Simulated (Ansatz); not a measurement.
**CdTe: single point with LDA**

Crystal: CdTe.

```
Te Cd
1.0
     0.00000    3.20500    3.20500
     3.20500    0.00000    3.20500
     3.20500    3.20500    0.00000
Te Cd
1 1
Direct
  0.75000 0.75000 0.75000
  0.00000 0.00000 0.00000
```

```json
{
  "Program": "Ansatz 0.2.0",
  "Task": "single point",
  "Functional": "LDA",
  "Potentials or basis": "all-electron PAW datasets made for the crystal",
  "Cutoff": "240 eV (chosen from the basis error)",
  "k mesh": "7 × 7 × 7",
  "Occupations": "tetrahedron",
  "Spin": "collinear spin, random start",
  "Starting moments": "[0.06, 0.0] μB"
}
```

```
Pressure               : 0.0 GPa
Band gap on the k mesh : 0.61 eV, direct
Net moment             : 0.00 μB per cell
Absolute moment        : 0.00 μB per cell
```

Levels at points of the mesh, in eV from the valence-band top:
Spin up:
```tsv
k point	band 16	band 17	band 18	band 19	band 20
(0.00, 0.00, 0.00)	0.00	0.00	0.00	0.61	4.51
```
Spin down:
```tsv
k point	band 15	band 16	band 17	band 18	band 19	band 20
(0.00, 0.00, 0.00)	-8.09	0.00	0.00	0.00	0.61	4.51
```

Wall time 36 s on 1 thread of AMD EPYC 7R43 64-Core Processor (Zen 3), with other jobs on the host, peak memory 0.75 GiB.

Caveat: spin-orbit coupling is left out, which moves the levels of the heavy elements; with tetrahedron occupations forces and stress needn't match the slope of the energy; the starting moments weren't kept.
